**Question**

Silicon can be placed in a chiral hexagonal cell, space group P6₁22, in which every atom keeps four neighbours at 2.37 Å. The table follows its electron levels along a path of wave vectors $k$. The columns b1, b2 and b3 are the highest, second and third filled levels; a1 and a2 are the lowest and second empty ones. Energies are counted from the Fermi level, which lies somewhere inside the gap.

Ansatz 0.2.0: scalar-relativistic PBE without spin polarization, PAW, plane waves to 420 eV, for silicon in the six-atom P6₁22 cell, with a 6×6×6 k mesh and Gaussian smearing of 0.02 eV. The path is Gamma–M–K–Gamma–A–L–H–A, then L–M and H–K. Band distance is summed along it from the first Gamma, with the factor 2π included and jumps between segments not counted.

```
row  band distance (1/Å)  level b3 from the Fermi level (eV)  level b2 from the Fermi level (eV)  level b1 from the Fermi level (eV)  level a1 from the Fermi level (eV)  level a2 from the Fermi level (eV)
  1                    ?                                   ?                                   ?                                   ?                                   ?                                   ?
  2                    ?                                   ?                                   ?                                   ?                                   ?                                   ?
  3                    ?                                   ?                                   ?                                   ?                                   ?                                   ?
  4                0.772                              -1.787                              -1.572                              -1.218                               1.402                               2.113
  5                0.935                              -1.897                              -1.254                              -1.215                               1.844                               1.845
  6                1.154                              -1.920                              -1.407                              -1.047                               1.643                               1.944
  7                1.482                              -2.263                              -1.580                              -1.398                               1.060                               1.505
  8                1.810                              -1.836                              -1.696                              -1.696                               1.349                               1.349
  9                2.072                              -2.647                              -2.438                              -1.117                               0.767                               1.596
 10                2.335                              -2.729                              -2.378                              -1.916                               1.302                               1.534
 11                2.612                              -2.612                              -1.939                              -1.939                               1.627                               1.627
 12                2.896                              -1.515                              -1.044                              -1.044                               2.270                               2.270
 13                3.139                              -0.973                              -0.780                              -0.780                               2.083                               2.083
 14                3.303                              -1.293                              -1.026                              -1.026                               2.283                               2.283
 15                3.467                              -1.706                              -1.251                              -1.251                               2.331                               2.331
 16                3.795                              -2.215                              -1.027                              -1.027                               2.341                               2.341
 17                4.123                              -2.724                              -2.098                              -2.098                               1.463                               1.463
 18                4.363                              -1.164                              -0.863                              -0.795                               2.207                               2.245
 19                4.626                              -2.313                              -1.247                              -1.007                               1.627                               2.209
 20                4.845                              -1.706                              -1.251                              -1.251                               2.331                               2.331
 21                5.108                              -1.376                              -1.362                              -1.042                               1.330                               2.267
 22                5.371                              -1.952                              -1.314                              -1.035                               1.953                               1.988
```

Rows 1, 2 and 3 lie on the line from Gamma, the centre of the Brillouin zone, to M, the middle of a side face. Row 1 is Gamma itself; rows 2 and 3 lie 6/14 and 12/14 of the way to M. The path then runs from M to K, the middle of a vertical edge of the zone, and back to Gamma. Predict b1 and a1 in the three rows, with error bars, and say whether an edge of the whole gap lies among them.

**Model answer**

*Row 1.* The path returns to Gamma in row 8. The same wave vector has the same levels, so row 1 must repeat row 8 in all five columns. Two pairs come with it: b1 equals b2, and a1 equals a2. They are due to the symmetry of the crystal at Gamma, not to spin.

*Row 2.* Row 7 is the useful neighbour, although it lies in another direction: it sits 6/14 of the way from Gamma to K. In the plane through Gamma at right angles to the sixfold axis, a level close to Gamma changes with the square of the distance, and the axis allows only one such quadratic form, a circle. A degenerate pair may split as it leaves Gamma, but to this order the splitting is also the same in every in-plane direction. What counts is therefore how far a point lies from Gamma, not which way.

The splitting suggests what a1 does. At Gamma the two lowest empty levels coincide at 1.349 eV; in row 7 they stand at 1.060 and 1.505 eV. One branch has gone down and the other up, and a1, being the lowest empty level by definition, follows the one that goes down. This reading assumes that both levels in row 7 still belong to the pair at Gamma.

The estimate for a1 can now be worked in full. The line to M is shorter than the line to K by the factor cos 30°, so the squared distance of row 2 is 3/4 of that of row 7. Hence

$$E_2 = 1.349 + \tfrac34\,(1.060-1.349) = 1.13\ \text{eV}.$$

The same step gives −1.47 eV for b1.

How far from Gamma can the circle be trusted? The plane through A, at the top of the zone, offers a test. L and H lie directly above M and K. Row 11 is on the line from A to L, and its b1 and a1 can be predicted from rows 16 and 17, on the line from A to H. The prediction misses by 0.05 eV at most. The test is a mild one, however: row 11 is close to row 17, and the pairs in that plane do not split. I allow ±0.10 eV for row 2.

*Row 3.* This point is close to M, where a second symmetry helps. The wave vectors M and −M are equivalent, and time reversal gives $k$ and $-k$ the same energy. A single level must therefore be flat at M, and near M it changes with the square of the distance from there. Rows 4 and 5 lie 4 and 10 of the 14 steps from M to K, so their squared distances are as 16 to 100. If the rule holds as far as row 5, then for a1

$$E_M = 1.402 - \tfrac{16}{84}\,(1.844-1.402) = 1.32\ \text{eV}.$$

If no other band takes over on the way, a smooth curve joins Gamma, row 2 and M. A chain of identical atoms with one orbital each shows its form. If only nearest neighbours interact, the energy is a single cosine, flat at both ends and monotonic between them. Coupling to second neighbours adds a second cosine, which can produce a dip on the way. The chain has no degenerate pair to split, so it lends only the shape:

$$E(t) = A + B\cos \pi t + C\cos 2\pi t,$$

where $t$ runs from 0 at Gamma to 1 at M. The constants $A$, $B$ and $C$ are set by the energies at Gamma, row 2 and M; they are not couplings between silicon atoms.

At row 3 this curve gives about −1.24 eV for b1 and 1.28 eV for a1. The weak point is the value at M. Extrapolating along the line from M to L instead puts both levels about 0.16 eV higher, so I allow ±0.15 eV.

| Row | b1 (eV) | a1 (eV) | direct gap, a1 − b1 (eV) |
|---|---|---|---|
| 1 | −1.696 ± 0.002 | 1.349 ± 0.002 | as in row 8 |
| 2 | −1.47 ± 0.10 | 1.13 ± 0.10 | 2.60 ± 0.15 |
| 3 | −1.24 ± 0.15 | 1.28 ± 0.15 | 2.51 ± 0.20 |

In words, b1 rises from row 1 to row 3, while a1 dips at row 2 and partly recovers. The recovery is the less certain part, because the ranges overlap. Neither edge of the whole gap should lie here: row 9 already has a much lower a1, and row 13 a much higher b1.

**The computed values**

The withheld rows as computed:

```
row  band distance (1/Å)  level b3 from the Fermi level (eV)  level b2 from the Fermi level (eV)  level b1 from the Fermi level (eV)  level a1 from the Fermi level (eV)  level a2 from the Fermi level (eV)
  1                0.000                              -1.836                              -1.696                              -1.696                               1.349                               1.349
  2                0.284                              -2.289                              -1.597                              -1.471                               1.208                               1.297
  3                0.568                              -2.338                              -1.460                              -1.159                               1.210                               1.877
```

**Remarks on the reasoning**

Row 1 repeats row 8 in every column. This confirms that the point was identified correctly, and it is no test of the curves. The other four energies all fall inside their ranges, as do both direct gaps. The rise of b1 is there, and so is the drop of a1 between rows 1 and 2. The recovery of a1 is not: rows 2 and 3 agree to within 0.01 eV, so the level is as low near M as it is halfway. Neither edge of the whole gap lies in these rows, as expected.

In row 2 the prediction for b1 is right to within 0.01 eV, but a1 lies 0.08 eV above its prediction. The same argument produced both numbers, so the second miss is the fairer measure of its accuracy. Theory tells where the argument must weaken. For a split pair, the term after the quadratic one, which grows with the fourth power of the distance, already depends on direction. The second empty level misses by more. One branch down and one up, scaled by 3/4, would put a2 at 1.47 eV, above the pair at Gamma; it is computed at 1.297 eV, below the pair. The simple picture of the splitting therefore fails for the empty levels in row 2. Either terms beyond the quadratic one already matter there, or a1 and a2 do not both belong to the Gamma pair in row 2 or in row 7. The table can't separate these causes.

In row 3 the prediction is 0.08 eV too low for b1 and 0.07 eV too high for a1, so the direct gap comes out too wide. For a1 the error does not stem from row 2. The curve passes on only about a fifth of any change made there, and the true, higher value would push the prediction for row 3 further up. The extrapolated energy at M may be too high, the level may bend more sharply than two cosines allow, or another band may have become the lowest empty one on the way. I can't decide between these.

Was the second cosine worth having? A single cosine from Gamma to M has no dip, only a slight fall, and it overshoots a1 by 0.13 eV in row 2 and 0.11 eV in row 3. The second cosine reduces both errors, though for b1 in row 3 it brings no real gain. The output printed below compares the two curves row by row.

Parts of the method carry over to other lines in this cell. First look for a point that the path visits twice. Near a centre with a sixfold axis, borrow energies from another in-plane direction at equal distance; near a point equivalent to its own negative, let a single level run flat. Closeness to such a point is no guarantee, as row 3 shows. Take most care wherever two levels come close, because the columns are sorted by energy and may pass from one band to another.

For someone who wants to know how this silicon would absorb light, the last part of the answer matters most. Among the printed points the smallest direct gap is about 1.9 eV, in row 9, whereas the highest filled and lowest empty levels, in rows 13 and 9, are only about 1.5 eV apart. The cheapest excitation between printed points thus changes the wave vector, and light needs the help of a lattice vibration to drive it. Neither edge of the whole gap lies at a printed point. On the mesh the highest filled level is at L and the lowest empty one a third of the way from Gamma to A, 1.51 eV apart. With the path points that are not printed, the least gap falls to 1.47 eV. The energies themselves are no design values: this level of theory makes silicon gaps too small, and the stability of the cell has not been tested.

The analysis program printed:

```
distance from Gamma of rows 1 to 3, from the cell, 1/angstrom: 1 0, 2 0.2839, 3 0.5677
control row 11, b1 predicted less computed, eV: -0.0162
control row 11, a1 predicted less computed, eV: -0.04693
b1 at M extrapolated along M-K, eV: -1.219
b1 at M extrapolated along M-L, eV: -1.062
a1 at M extrapolated along M-K, eV: 1.318
a1 at M extrapolated along M-L, eV: 1.476
lowest a1 allowed by the reported least gap of 1.47 eV, eV: 0.69
highest b1 allowed by the reported least gap of 1.47 eV, eV: -0.703
forecast b1 in rows 1 to 3, eV: 1 -1.696, 2 -1.472, 3 -1.235
forecast a1 in rows 1 to 3, eV: 1 1.349, 2 1.132, 3 1.279
error bar of either level in rows 1 to 3, eV: 1 0.002, 2 0.1, 3 0.15
forecast direct gap in rows 1 to 3, eV: 1 3.045, 2 2.605, 3 2.514
computed b1 in rows 1 to 3, eV: 1 -1.696, 2 -1.471, 3 -1.159
b1 forecast less computed in rows 1 to 3, eV: 1 -2.22e-16, 2 -0.0015, 3 -0.0757
computed a1 in rows 1 to 3, eV: 1 1.349, 2 1.208, 3 1.21
a1 forecast less computed in rows 1 to 3, eV: 1 -2.22e-16, 2 -0.07575, 3 0.06883
computed direct gap in rows 1 to 3, eV: 1 3.045, 2 2.679, 3 2.369
one-cosine rival, a1 in rows 1 to 3, eV: 1 1.349, 2 1.337, 3 1.319
one-cosine rival, a1 less computed in rows 1 to 3, eV: 1 -2.22e-16, 2 0.1289, 3 0.1094
one-cosine rival, b1 less computed in rows 1 to 3, eV: 1 -2.22e-16, 2 -0.0394, 3 -0.08321
sum of the five absolute level differences between rows 1 and 8, eV: 0
```
